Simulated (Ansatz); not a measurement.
Stationary points along a deformation path in Sn

These are results of Ansatz 0.2.0, DFT PBE, scalar-relativistic, plane waves, PAW, not measurements. Settings: plane waves to 420 eV, k-mesh 18×18×18 (Γ-centred), Gaussian smearing 0.15 eV. No spin polarisation. Energies are free energies at this smearing, counted from the undisturbed cell; pressure is positive in compression.

The starting cell (relaxed at this level):

```
Sn
1.0
     0.00000    3.32815    3.32815
     3.32815    0.00000    3.32815
     3.32815    3.32815    0.00000
Sn
2
Direct
  0.50000 0.50000 0.50000
  0.75000 0.75000 0.75000
```

At fixed volume and fractional coordinates, lengths along (0.000, 0.000, 1.000) are scaled against those across it; ρ is that ratio over its starting value. V = 36.864 Å³/atom. Δσ is the stress along the axis less the mean stress across it (compression positive).

```csv
ρ,ΔE (meV/atom),Δσ (GPa),space group
0.707,148.9,3.60,I4_1/amd
0.780,93.7,3.69,I4_1/amd
0.850,47.1,3.26,I4_1/amd
1.000,0.0,0.00,Fd-3m
1.200,82.1,-5.84,I4_1/amd
1.414,253.8,-5.98,I4_1/amd
```

Task: How does the stress give the slope of the energy, and where is the energy stationary?

Result: Along the path d ln(length) is 2/3 d ln ρ on the axis and −1/3 d ln ρ across it, so dE/d ln ρ = −(2/3) V Δσ: the energy falls with ρ where Δσ is positive. Δσ vanishes or changes sign at ρ = 1.000 (Fd-3m), a minimum at 0.0 meV/atom. Pairs of stationary points between two samples would go unseen, and could change a minimum read from distant neighbours into a maximum. At ρ = 1.000 the cell is cubic, where symmetry alone makes the stress isotropic and the slope zero.

In a metal these slopes depend on the k mesh and the smearing.

Cost: 6 runs of about 3 core-minutes in all, on Intel Xeon Platinum 8375C (Ice Lake) (shared hosts).